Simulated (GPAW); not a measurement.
B on a P site (antisite) in BP (monolayer), B K edge of atom 5, with 1 B at 1.73 Å and 2 P at 1.88 Å (distorted trigonal planar; 1.7 Å from the defect atom). Method: GPAW, PBE, excited-electron core hole (neutral cell), 14-atom cell with 8.5 Å between holes, 3×3×1 k points, dipole transitions, Gaussian full width 0.9 eV up to 4 eV, rising linearly to 3.5 eV at 25 eV.

```xyz
14
Lattice="-8.0250 2.7799 0.0000 1.6050 -8.3398 0.0000 0.0000 0.0000 10.4000" Properties=species:S:1:pos:R:3
B    -6.3090   -5.4975    5.2000
B    -3.2100    0.0000    5.2000
B    -6.4106   -0.0149    5.2000
B    -1.5968   -2.7644    5.2000
B    -4.8165   -2.9072    5.2000
B    -0.0176   -5.5606    5.2000
B    -3.3195   -5.4950    5.2000
B    -4.8150   -4.6332    5.2000
P     0.0382   -7.4346    5.2000
P    -4.8156    0.9705    5.2000
P     0.0082   -1.8145    5.2000
P    -3.2477   -1.8757    5.2000
P    -6.3905   -1.8798    5.2000
P    -1.6426   -4.6455    5.2000
```

Energy from the lowest empty level; a common scale on which the isotropic spectrum has a mean of 1 over the first 20 eV.

| E (eV) | curve 1 | curve 2 | curve 3 |
| --- | --- | --- | --- |
| -2.0 | 0.00 | 0.00 | 0.00 |
| -1.5 | 0.00 | 0.00 | 0.00 |
| -1.0 | 0.01 | 0.00 | 0.00 |
| -0.5 | 0.16 | 0.00 | 0.00 |
| 0.0 | 0.68 | 0.00 | 0.00 |
| 0.5 | 1.13 | 0.00 | 0.00 |
| 1.0 | 2.03 | 0.00 | 0.00 |
| 1.5 | 3.14 | 0.00 | 0.00 |
| 2.0 | 2.70 | 0.01 | 0.02 |
| 2.5 | 1.63 | 0.18 | 0.35 |
| 3.0 | 0.86 | 1.16 | 1.06 |
| 3.5 | 1.34 | 2.77 | 0.99 |
| 4.0 | 1.01 | 3.74 | 0.92 |
| 4.5 | 0.53 | 3.07 | 0.99 |
| 5.0 | 1.12 | 1.56 | 0.84 |
| 5.5 | 1.65 | 1.02 | 0.70 |
| 6.0 | 0.95 | 1.04 | 0.78 |
| 6.5 | 0.69 | 1.31 | 0.94 |
| 7.0 | 1.11 | 1.22 | 0.88 |
| 7.5 | 1.34 | 0.94 | 0.86 |
| 8.0 | 1.02 | 0.86 | 0.89 |
| 8.5 | 0.63 | 0.87 | 0.84 |
| 9.0 | 0.48 | 0.96 | 0.83 |
| 9.5 | 0.46 | 1.13 | 0.97 |
| 10.0 | 0.54 | 1.20 | 1.19 |
| 10.5 | 0.74 | 1.13 | 1.45 |
| 11.0 | 0.94 | 1.05 | 1.75 |
| 11.5 | 1.04 | 1.00 | 2.06 |
| 12.0 | 1.03 | 0.92 | 2.26 |
| 12.5 | 1.03 | 0.79 | 2.29 |
| 13.0 | 1.06 | 0.70 | 2.15 |
| 13.5 | 1.05 | 0.68 | 1.86 |
| 14.0 | 0.93 | 0.72 | 1.49 |
| 14.5 | 0.77 | 0.77 | 1.12 |
| 15.0 | 0.64 | 0.83 | 0.83 |
| 15.5 | 0.57 | 0.91 | 0.66 |
| 16.0 | 0.55 | 1.03 | 0.62 |
| 16.5 | 0.56 | 1.17 | 0.67 |
| 17.0 | 0.56 | 1.28 | 0.77 |
| 17.5 | 0.57 | 1.30 | 0.86 |
| 18.0 | 0.58 | 1.21 | 0.91 |
| 18.5 | 0.60 | 1.03 | 0.89 |
| 19.0 | 0.65 | 0.83 | 0.82 |
| 19.5 | 0.69 | 0.67 | 0.74 |
| 20.0 | 0.73 | 0.58 | 0.69 |
| 20.5 | 0.74 | 0.55 | 0.66 |
| 21.0 | 0.73 | 0.56 | 0.67 |
| 21.5 | 0.72 | 0.59 | 0.68 |
| 22.0 | 0.69 | 0.62 | 0.70 |

**Question.** The curves are for the electric vector along different Cartesian axes of the cell as given, for this one atom. Which is which?

Curve 1: along z, main maxima 1.6 eV (3.16), 3.6 eV (1.37) and 5.4 eV (1.67). Curve 2: along x, main maxima 4.1 eV (3.79), 6.7 eV (1.34) and 17.3 eV (1.31). Curve 3: along y, main maxima 3.2 eV (1.14), 4.4 eV (0.99) and 12.3 eV (2.30). A K edge sees empty p states; at this planar three-fold site the curve for the electric vector normal to the plane peaks at 1.6 eV, where it is mainly π* that absorbs: that direction carries over 70 % of the weight there. Each direction probes the empty orbitals that point along it. The cell shows no gap over 0.35 eV; the host's own band filling, the defect's levels or the functional may be the cause. Some eV above the zero the states pass the vacuum level, and features normal to the sheet may then be states of the box.

[Banner, clock and machine lines of the logs are left out without a mark of their own.]

[Logs are printed without paths, hosts, clocks, repeated set-up lines and the standing remarks that a program may print on its own settings, such as how far it seeks lower states.]

[Hosts, paths, dates, database ids (printed as entryN), source tags and the programs' standing remarks are cut or masked in the printed files.]

[Lists of maxima count a maximum above −3 eV only where it reaches 4 % of the highest in the window and stands out from its surroundings by 2 % of it (1.5 % where it reaches 55 %); shoulders and weaker maxima are passed over, and of the rest the first, up to two pre-edge ones and the few strongest are named.]
